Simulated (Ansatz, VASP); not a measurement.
**Pt in VASP and in Ansatz**

```
Pt
1.0
     0.00000    1.94774    1.94774
     1.94774    0.00000    1.94774
     1.94774    1.94774    0.00000
Pt
1
Direct
  0.00000 0.00000 0.00000
```

Alike in both runs: task single point; functional PBE; k mesh 13 × 13 × 13; occupations methfessel-paxton of order 1, width 0.05 eV; no spin polarisation.

|  | VASP | Ansatz |
| --- | --- | --- |
| version | VASP 6.6.1 | Ansatz 0.2.0 |
| potentials or method | VASP PAW PBE potentials, release 64 (Pt) | plane waves, PAW |
| plane-wave cutoff (eV) | 520 | 500 |
| valence electrons in the cell | 10 | 18 |

Ansatz gave:

```
pressure (GPa) : 16.3
```

**Question.** Estimate VASP's values.

**Answer.** Pressure (GPa): 15.8.

The two sets of potentials don't hold the same shells in valence.

Caveats: so large a pressure means that the cell lies far from this level's equilibrium, or that cutoff or potentials fall short (VASP). The runs have no spin-orbit coupling, so splittings on Pt are missing.
